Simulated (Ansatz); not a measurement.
## What internal relaxation does to the elastic constants of Si7Ge

The calculation used DFT PBEsol, scalar-relativistic, plane waves, PAW (Ansatz). Settings: 420 eV plane-wave cutoff, Γ-centred 8×8×8 mesh, fixed occupations. No spin polarisation.

Relaxed structure:
```
CELL_PARAMETERS angstrom
5.45918 0.00000 0.00000
0.00000 5.45918 0.00000
0.00000 0.00000 5.45918
ATOMIC_POSITIONS crystal
Si 0.25260 0.25260 0.25260
Si 0.00000 0.50000 0.50000
Si 0.50000 0.50000 0.00000
Si 0.50000 0.00000 0.50000
Si 0.74740 0.25260 0.74740
Si 0.74740 0.74740 0.25260
Si 0.25260 0.74740 0.74740
Ge 0.00000 0.00000 0.00000
```

Clamped-ion constants (GPa, Voigt order; atoms follow the strain homogeneously):
C11 = 151.8, C12 = 60.0, C13 = 60.0, C22 = 151.8, C23 = 60.0, C33 = 151.8, C44 = 100.5, C55 = 100.5, C66 = 100.5 GPa; the others vanish.

**Question.** What are the constants once the atoms relax in each strained cell?

**Answer.**
```
151.8  60.1  60.1   0.0   0.0   0.0
 60.1 151.8  60.1   0.0   0.0   0.0
 60.1  60.1 151.8   0.0   0.0   0.0
  0.0   0.0   0.0  72.4   0.0   0.0
  0.0   0.0   0.0   0.0  72.4   0.0
  0.0   0.0   0.0   0.0   0.0  72.4
```
The Voigt shear modulus goes from 78.7 to 61.8 GPa and the Voigt bulk modulus doesn't change. Relaxation subtracts ΛᵀK⁻¹Λ/V, with Λ the forces that a strain puts on the atoms and K the zone-centre force constants. At a stable cell this can only lower the diagonal constants, and it acts only for strains that share their symmetry with an optical mode; elsewhere, and where the coupling is weak, the constants hardly move.

Cost: 2 runs of about 32 core-minutes in all, on Intel Xeon 6975P-C (Granite Rapids), Intel Xeon Processor @ 2.50GHz (Skylake/Cascade Lake) (shared hosts).